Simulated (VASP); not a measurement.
NaCl:

```
Na Cl
1.0
     0.00000    5.62000    5.62000
     5.62000    0.00000    5.62000
     5.62000    5.62000    0.00000
Na Cl
8 8
Direct
  0.00000 0.00000 0.00000
  0.00000 0.00000 0.50000
  0.00000 0.50000 0.00000
  0.00000 0.50000 0.50000
  0.50000 0.00000 0.00000
  0.50000 0.00000 0.50000
  0.50000 0.50000 0.00000
  0.50000 0.50000 0.50000
  0.25000 0.25000 0.25000
  0.25000 0.25000 0.75000
  0.25000 0.75000 0.25000
  0.25000 0.75000 0.75000
  0.75000 0.25000 0.25000
  0.75000 0.25000 0.75000
  0.75000 0.75000 0.25000
  0.75000 0.75000 0.75000
```

```yaml
Program: VASP 6.6.1
Task: phonon dispersion
Functional: LDA
Potentials_or_basis: VASP PAW LDA potentials, release 64 (Na_pv, Cl)
Cutoff: 520 eV
k_mesh: 3 × 3 × 3
Occupations: gaussian, width 0.03 eV
Spin: no spin polarisation
Long-range_dipole_term: yes
Supercell_matrix: "[2, 0, 0, 0, 2, 0, 0, 0, 2]"
Further_INCAR_settings: LREAL = Auto; ALGO = Normal; EDIFF = 1e-07; IBRION = 6; POTIM = 0.015; NSW = 1
```

Question: Is this structure dynamically stable at this level, and how far does the spectrum reach?

Answer: Yes, as far as this q mesh shows: no mode on the path is imaginary. The highest frequency is 245 cm⁻¹.

Phonon frequencies at the corners of the path (cm⁻¹, interpolated; i marks imaginary ones):
```
point              frequencies
    Γ        0 0 0 152 152 245
    X    82 82 136 158 158 167
    W  112 112 123 142 165 165
    K   89 123 123 147 164 167
    L  105 105 126 126 161 208
    U   89 123 123 147 164 167
```

A q mesh this small can miss soft modes between its points.
